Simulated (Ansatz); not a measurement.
**One geometry of Te, one setting changed: spin–orbit coupling**

Method: DFT PBE, plane waves, PAW in Ansatz 0.2.0. The atoms stay where they are, in a cell that isn't relaxed at these levels; pressure is positive in compression. “Off” is scalar-relativistic.

```yaml
crystal:
  lattice:
    - [4.44693, 0.00000, 0.00000]
    - [-2.22346, 3.85115, 0.00000]
    - [0.00000, 0.00000, 5.91492]
  atoms:
    - { symbol: Te, position: [0.26900, 0.00000, 0.16667] }
    - { symbol: Te, position: [0.00000, 0.26900, 0.83333] }
    - { symbol: Te, position: [0.73100, 0.73100, 0.50000] }
```

```json
{"plane-wave cutoff": "420 eV", "Γ-centred k-mesh": "9×9×6", "occupation rule": "Gaussian smearing, 0.01 eV"}
```

| spin–orbit coupling | gap on mesh (eV) | P (GPa) | largest force (eV/Å) |
| --- | --- | --- | --- |
| off | 0.19 | 1.7 | 0.175 |
| on | 0.01 | 2.0 | 0.202 |